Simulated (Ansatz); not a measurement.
# Al: the cost of one run

Computed with Ansatz 0.2.0 (DFT LDA, scalar-relativistic, plane waves, PAW, unless a step's input says otherwise).

## 1. The system as given

The structure is tetragonal, space group P4/mmm (No. 123). Conventional cell: a = 2.864 Å, b = 2.864 Å, c = 56.450 Å, α = 90.00°, β = 90.00°, γ = 90.00°. Al (site symmetry 4mm) is surrounded by 8 Al at 2.86 Å. Al (site symmetry 4mm) is surrounded by 12 Al at 2.86 Å. Only part of the 10 independent sites is listed.

As a file:

```
CELL_PARAMETERS angstrom
2.86378 0.00000 0.00000
0.00000 2.86378 0.00000
0.00000 0.00000 56.45000
ATOMIC_POSITIONS crystal
Al 0.00000 0.00000 0.17715
Al 0.50000 0.50000 0.21302
Al 0.00000 0.00000 0.24889
Al 0.50000 0.50000 0.28477
Al 0.00000 0.00000 0.32064
Al 0.50000 0.50000 0.35651
Al 0.00000 0.00000 0.39238
Al 0.50000 0.50000 0.42826
Al 0.00000 0.00000 0.46413
Al 0.50000 0.50000 0.50000
Al 0.00000 0.00000 0.53587
Al 0.50000 0.50000 0.57174
Al 0.00000 0.00000 0.60762
Al 0.50000 0.50000 0.64349
Al 0.00000 0.00000 0.67936
Al 0.50000 0.50000 0.71523
Al 0.00000 0.00000 0.75111
Al 0.50000 0.50000 0.78698
Al 0.00000 0.00000 0.82285
```

## 2. Relaxing the atoms: Al19 slab, no spin

Input file input.yaml:

```yaml
crystal:
  lattice:
    - [2.8637824638, 0.0, 0.0]
    - [0.0, 2.8637824638, 0.0]
    - [0.0, 0.0, 56.45]
  atoms:
    - { symbol: Al, position: [0.0, 0.0, 0.1771479185] }
    - { symbol: Al, position: [0.5, 0.5, 0.213020372] }
    - { symbol: Al, position: [0.0, 0.0, 0.2488928255] }
    - { symbol: Al, position: [0.5, 0.5, 0.284765279] }
    - { symbol: Al, position: [0.0, 0.0, 0.3206377325] }
    - { symbol: Al, position: [0.5, 0.5, 0.356510186] }
    - { symbol: Al, position: [0.0, 0.0, 0.3923826395] }
    - { symbol: Al, position: [0.5, 0.5, 0.428255093] }
    - { symbol: Al, position: [0.0, 0.0, 0.4641275465] }
    - { symbol: Al, position: [0.5, 0.5, 0.5] }
    - { symbol: Al, position: [0.0, 0.0, 0.5358724535] }
    - { symbol: Al, position: [0.5, 0.5, 0.571744907] }
    - { symbol: Al, position: [0.0, 0.0, 0.6076173605] }
    - { symbol: Al, position: [0.5, 0.5, 0.643489814] }
    - { symbol: Al, position: [0.0, 0.0, 0.6793622675] }
    - { symbol: Al, position: [0.5, 0.5, 0.715234721] }
    - { symbol: Al, position: [0.0, 0.0, 0.7511071745] }
    - { symbol: Al, position: [0.5, 0.5, 0.786979628] }
    - { symbol: Al, position: [0.0, 0.0, 0.8228520815] }
scf:
  occupations: { method: gaussian, width: 0.1 }
output:
  forces: true
  stress: false
  efg: {}
  write_density: true
  write_potential: true
  elf: true
  volumetric_format: npy
hamiltonian:
  xc: lda
efield:
  axis: 3
  dipole_correction: true
kpoints:
  mp_grid: { grid: [20, 20, 1] }
relax:
  f_tol: 0.01
```

Launch:

```bash
$ ansatz run input.yaml --threads 4 --pin off --max-ram 10240MiB --backend cpu --events-out ev --progress --plain --runs-dir out
```

Q: Estimate wall time and peak memory on 4 threads of Intel Xeon 6975P-C (Granite Rapids), shared host.

About 94 s, with a peak of 1.8 GiB.
